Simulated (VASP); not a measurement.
# AlP (F-43m) in VASP: single point with revPBE+D3(BJ)

Aim: the single point of AlP with revPBE+D3(BJ).

Everything below comes from runs of VASP 6.6.1. Logs are shortened: lines on timing, memory, paths and dates and some standing lists are left out, and cuts for length are marked.

**Experimental background.**

A printed reference work, data compilation reports, for a bulk crystal of AlP at 4.2 K: band gap 2.505 eV (indirect).

How close the calculation comes is told below.

## Step 1: The cell of the first run

Symmetry: F-43m, No. 216, cubic system. The conventional cell has a = 5.451 Å, b = 5.451 Å, c = 5.451 Å, α = 90.00°, β = 90.00°, γ = 90.00°. Al (site symmetry -43m) has 4 P at 2.36 Å within 3.1 Å. P (site symmetry -43m) has 4 Al at 2.36 Å within 3.1 Å.

## Step 2: Single point, revPBE+D3(BJ)

The input, INCAR:

```
PREC = Accurate
ENCUT = 500
EDIFF = 1E-6
ISMEAR = 0
SIGMA = 0.01
LREAL = False
LASPH = True
NELM = 120
ALGO = Normal
ISIF = 2
LWAVE = False
LCHARG = False
GGA = RE
IVDW = 12
NBANDS = 11
GGA_COMPAT = False
```

The input, KPOINTS:

```
Automatic mesh
0
Gamma
  7 7 7
```

The input, POSCAR:

```
AlP
1.0
    3.8544390000      0.0000000000      0.0000000000
    1.9272195000      3.3380420913      0.0000000000
    1.9272195000      1.1126806971      3.1471362649
Al P
1 1
Direct
    0.0000000000      0.0000000000      0.0000000000
    0.2500000000      0.2500000000      0.2500000000
```

Potentials or basis: VASP PAW PBE potentials, release 64 (Al, P).

Launch:

```sh
$ cat potpaw_PBE.64/Al/POTCAR potpaw_PBE.64/P/POTCAR > POTCAR
$ mpirun -np 1 vasp_std > vasp.out
```

OUTCAR:

```text
PREC = Accurate
   ENCUT = 500
   EDIFF = 1E-6
   ISMEAR = 0
   LREAL = False
   LASPH = True
   NELM = 120
   ISIF = 2
   GGA = RE
   IVDW = 12
 IVDW          = 12

 ion  position               nearest neighbor table
   1  0.000  0.000  0.000-   2 2.36   2 2.36   2 2.36   2 2.36
   2  0.250  0.250  0.250-   1 2.36   1 2.36   1 2.36   1 2.36

  LATTYP: Found a face centered cubic cell.
 ALAT       =     5.4509999091

  Lattice vectors:

 A1 = (   3.8544390000,   0.0000000000,   0.0000000000)
 A2 = (   1.9272195000,   3.3380420913,   0.0000000000)
 A3 = (   1.9272195000,   1.1126806971,   3.1471362649)

Analysis of symmetry for initial positions (statically):
=====================================================================
 Subroutine PRICEL returns:
 Original cell was already a primitive cell.

 Routine SETGRP: Setting up the symmetry group for a
 face centered cubic supercell.

 Subroutine GETGRP returns: Found 24 space group operations
 (whereof 24 operations were pure point group operations)
 out of a pool of 48 trial point group operations.

The static configuration has the point symmetry T_d .

Analysis of symmetry for dynamics (positions and initial velocities):
=====================================================================
 Subroutine PRICEL returns:
 Original cell was already a primitive cell.

 Routine SETGRP: Setting up the symmetry group for a
 face centered cubic supercell.

 Subroutine GETGRP returns: Found 24 space group operations
 (whereof 24 operations were pure point group operations)
 out of a pool of 48 trial point group operations.

The dynamic configuration has the point symmetry T_d .

 Subroutine INISYM returns: Found 24 space group operations
 (whereof 24 operations are pure point group operations),
 and found     1 'primitive' translations

----------------------------------------------------------------------------------------

                                     Primitive cell

  volume of cell :      40.4919

  direct lattice vectors                    reciprocal lattice vectors
     3.854439000  0.000000000  0.000000000     0.259441127 -0.149788405 -0.105916397
     1.927219500  3.338042091  0.000000000     0.000000000  0.299576810 -0.105916397
     1.927219500  1.112680697  3.147136265     0.000000000  0.000000000  0.317749190

  length of vectors
     3.854439000  3.854439000  3.854439000     0.317749190  0.317749190  0.317749190

  position of ions in fractional coordinates (direct lattice)
     0.000000000  0.000000000  0.000000000
     0.250000000  0.250000000  0.250000000

  ion indices of the primitive-cell ions
   primitive index   ion index
                 1           1
                 2           2

----------------------------------------------------------------------------------------

 KPOINTS: Automatic mesh

Automatic generation of k-mesh.
 Grid dimensions read from file:
 generate k-points for:    7    7    7

 Generating k-lattice:

  Cartesian coordinates                     Fractional coordinates (reciprocal lattice)
     0.037063018 -0.021398344 -0.015130914     0.142857143  0.000000000  0.000000000
     0.000000000  0.042796687 -0.015130914     0.000000000  0.142857143  0.000000000
     0.000000000  0.000000000  0.045392741     0.000000000  0.000000000  0.142857143

  Length of vectors
     0.045392741  0.045392741  0.045392741

  Shift w.r.t. Gamma in fractional coordinates (k-lattice)
     0.000000000  0.000000000  0.000000000

 Subroutine IBZKPT returns following result:
 ===========================================

 Found     20 irreducible k-points:

 Following reciprocal coordinates:
            Coordinates               Weight
  0.000000  0.000000  0.000000      1.000000
  0.142857  0.000000  0.000000      8.000000
  0.285714  0.000000 -0.000000      8.000000
  0.428571  0.000000  0.000000      8.000000
  0.142857  0.142857  0.000000      6.000000
  0.285714  0.142857 -0.000000     24.000000
[... 12 lines left out ...]
 -0.428571  0.428571  0.142857     24.000000
 -0.285714  0.428571  0.142857     24.000000
   k-points           NKPTS =     20   k-points in BZ     NKDIM =     20   number of bands    NBANDS=     11
   number of dos      NEDOS =    301   number of ions     NIONS =      2
   total plane-waves  NPLWV =  21952
   dimension x,y,z NGX =    28 NGY =   28 NGZ =   28
   dimension x,y,z NGXF=    56 NGYF=   56 NGZF=   56
   ions per type =               1   1
   NGX,Y,Z   is equivalent  to a cutoff of  12.08, 12.08, 12.08 a.u.
   NGXF,Y,Z  is equivalent  to a cutoff of  24.15, 24.15, 24.15 a.u.
 SYSTEM =  unknown system
   PREC   = accura    normal or accurate (medium, high low for compatibility)
   ISTART =      0    job   : 0-new  1-cont  2-samecut
   ICHARG =      2    charge: 1-file 2-atom 10-const
   ISPIN  =      1    spin polarized calculation?
   LNONCOLLINEAR =      F non collinear calculations
   LSORBIT =      F    spin-orbit coupling
   LASPH  =      T    aspherical Exc in radial PAW
   ENCUT  =  500.0 eV  36.75 Ry    6.06 a.u.   7.03  7.03  7.03*2*pi/ulx,y,z
   NELM   =    120;   NELMIN=  2; NELMDL= -5     # of ELM steps
   EDIFF  = 0.1E-05   stopping-criterion for ELM
   LREAL  =      F    real-space projection
   EDIFFG = 0.1E-04   stopping-criterion for IOM
   NSW    =      0    number of steps for IOM
   IBRION =     -1    ionic relax: 0-MD 1-quasi-New 2-CG
   NFREE  =      0    steps in history (QN), initial steepest desc. (CG)
   ISIF   =      2    stress and relaxation
   ISYM   =      2    0-nonsym 1-usesym 2-fastsym
   POTIM  = 0.5000    time-step for ionic-motion
   TEBEG  =    0.0;   TEEND  =   0.0 temperature during run
   PSTRESS=    0.0 pullay stress
   NELECT =       8.0000    total number of electrons
   NUPDOWN=      -1.0000    fix difference up-down
   EMIN   =  10.00;   EMAX   =-10.00  energy-range for DOS
   EFERMI =   0.00;   METHOD = LEGACY
   ISMEAR =     0;   SIGMA  =   0.01  broadening in eV -4-tet -1-fermi 0-gaus
   EFERMI_NEDOS =   21; number of points for ismear=-14 and -15
   IALGO  =     38    algorithm
   IMIX   =      4    mixing-type and parameters
     AMIX     =   0.40;   BMIX     =  1.00
     AMIX_MAG =   1.60;   BMIX_MAG =  1.00
  volume/ion in A,a.u.               =      20.25       136.63
  Fermi-wavevector in a.u.,A,eV,Ry     =   0.953488  1.801831 12.369597  0.909140
  Thomas-Fermi vector in A             =   2.082148
   LORBIT       =      0    0 simple, 1 ext, 2 COOP (PROOUT), +10 PAW based schemes
   GGA     = RE    functional components
   LHFCALC =     F    Hartree Fock is set to
   AEXX    =    0.0000 exact exchange contribution
   IVDW    =    12    specifies the selected vdW correction
   LEPSILON=     F    determine dielectric tensor
   LRPA    =     F    only Hartree local field effects (RPA)
 non-spin polarized calculation
 Gauss-broadening in eV      SIGMA  =   0.01
  energy-cutoff  :      500.00
  volume of cell :       40.49
 maximum number of plane-waves:      1040
   NGX = 13   NGY = 13   NGZ = 13

 number of electron       8.0000000 magnetization

 Free energy of the ion-electron system (eV)
  ---------------------------------------------------
  ext. energy  EPLUGINS =         0.00000000
  ---------------------------------------------------
  free energy    TOTEN  =        -9.88836445 eV

  energy without entropy =       -9.88836445  energy(sigma->0) =       -9.88836445

 E-fermi :   4.7353     XC(G=0):  -9.1425

 val. band max:        4.6829492597   @ k =   0.0000   0.0000   0.0000
 cond. band min:       6.4363339820   @ k =   0.4286   0.4286  -0.0000
 fundamental gap:      1.7533847223
 Fermi energy:         4.7353189880

 k-point     1 :       0.0000    0.0000    0.0000
  band No.  band energies     occupation
      1      -6.8314      2.00000
      2       4.6829      2.00000
      3       4.6829      2.00000
      4       4.6829      2.00000
      5       8.1374      0.00000
      6       9.2760      0.00000
      7       9.2760      0.00000
      8       9.2760      0.00000
      9      13.4990      0.00000
     10      13.4990      0.00000
     11      15.1762      0.00000

 k-point     2 :       0.1429    0.0000    0.0000
  band No.  band energies     occupation
      1      -6.6064      2.00000
      2       3.2000      2.00000
      3       4.4960      2.00000
      4       4.4960      2.00000
      5       8.4717      0.00000
      6       9.6270      0.00000
      7       9.6270      0.00000
      8      10.0897      0.00000
      9      12.9477      0.00000
     10      12.9477      0.00000
     11      15.7844      0.00000

 k-point     3 :       0.2857    0.0000   -0.0000
  band No.  band energies     occupation
      1      -5.9899      2.00000
      2       0.9986      2.00000
      3       4.1614      2.00000
      4       4.1614      2.00000
      5       7.9749      0.00000
      6       9.8397      0.00000
      7       9.8397      0.00000
      8      12.2238      0.00000
      9      13.2889      0.00000
     10      13.2889      0.00000
     11      15.0818      0.00000

 k-point     4 :       0.4286    0.0000    0.0000
  band No.  band energies     occupation
      1      -5.2820      2.00000
      2      -0.5877      2.00000
      3       3.9479      2.00000
      4       3.9479      2.00000
      5       7.6349      0.00000
      6       9.5753      0.00000
      7       9.5753      0.00000
      8      13.0549      0.00000
      9      15.2840      0.00000
     10      15.2840      0.00000
     11      16.1179      0.00000
[... 183 lines left out ...]
 k-point    18 :      -0.4286    0.2857    0.1429
  band No.  band energies     occupation
      1      -4.8645      2.00000
      2      -0.2155      2.00000
      3       1.8826      2.00000
      4       3.0663      2.00000
      5       8.7088      0.00000
      6       9.5368      0.00000
      7      11.1972      0.00000
      8      12.3826      0.00000
      9      14.1123      0.00000
     10      15.8801      0.00000
     11      17.8679      0.00000

 k-point    19 :      -0.4286    0.4286    0.1429
  band No.  band energies     occupation
      1      -4.6141      2.00000
      2      -0.2331      2.00000
      3       1.9376      2.00000
      4       2.3293      2.00000
      5       7.7696      0.00000
      6       8.7197      0.00000
      7      11.9906      0.00000
      8      14.3179      0.00000
      9      14.8980      0.00000
     10      16.7875      0.00000
     11      18.1256      0.00000

 k-point    20 :      -0.2857    0.4286    0.1429
  band No.  band energies     occupation
      1      -4.4998      2.00000
      2      -0.2261      2.00000
      3       1.2988      2.00000
      4       2.4123      2.00000
      5       8.3991      0.00000
      6      10.4179      0.00000
      7      11.5466      0.00000
      8      11.8324      0.00000
      9      14.8975      0.00000
     10      15.9642      0.00000
     11      18.7408      0.00000

------------------------ aborting loop because EDIFF is reached ----------------------------------------

 Edisp (eV)   -1.20313

 E8    (eV) :    -0.8230

  FORCE on cell =-STRESS in cart. coord.  units (eV):
  Direction    XX          YY          ZZ          XY          YZ          ZX
  --------------------------------------------------------------------------------------
  -------------------------------------------------------------------------------------
  Total      -0.40426    -0.40426    -0.40426    -0.00000    -0.00000    -0.00000
  in kB     -15.99557   -15.99557   -15.99557    -0.00000    -0.00000    -0.00000
  external pressure =      -16.00 kB  Pullay stress =        0.00 kB

 VOLUME and BASIS-vectors are now :
 -----------------------------------------------------------------------------
  energy-cutoff  :      500.00
  volume of cell :       40.49
      direct lattice vectors                 reciprocal lattice vectors
     3.854439000  0.000000000  0.000000000     0.259441127 -0.149788405 -0.105916397
     1.927219500  3.338042091  0.000000000     0.000000000  0.299576810 -0.105916397
     1.927219500  1.112680697  3.147136265     0.000000000  0.000000000  0.317749190

 POSITION                                       TOTAL-FORCE (eV/Angst)
 -----------------------------------------------------------------------------------
      0.00000      0.00000      0.00000         0.000000      0.000000      0.000000
      1.92722      1.11268      0.78678        -0.000000     -0.000000     -0.000000
 -----------------------------------------------------------------------------------
    total drift:                                0.000000      0.000000     -0.000000

  FREE ENERGIE OF THE ION-ELECTRON SYSTEM (eV)
  ---------------------------------------------------
  free  energy   TOTEN  =       -11.0914922868 eV

  energy  without entropy=      -11.0914922868  energy(sigma->0) =      -11.09149229
```

Wall time 6.4 s (1 thread of Intel Xeon Platinum 8488C (Sapphire Rapids), shared host); peak memory 0.16 GiB.

Results:

```yaml
Free_energy: -11.0915 eV
Pressure: -1.6 GPa
Band_gap_on_the_k_mesh: 1.75 eV, indirect (least direct gap 3.45 eV)
Dispersion_energy_per_atom: -0.602 eV
```

Caveat: three body term missing; the PAW data sets were made with another functional, which shifts forces and pressure a little.

## Step 3: Against experiment

Step 2. A measured gap of AlP is 2.505 eV (indirect; 4.2 K; a printed reference work, data compilation); the calculated 1.75 eV misses it by -0.75 eV. The value is that of revPBE+D3(BJ) on a finite k mesh, which can miss the band edges, without temperature or zero-point motion. Semilocal functionals fall short of measured gaps as a rule.
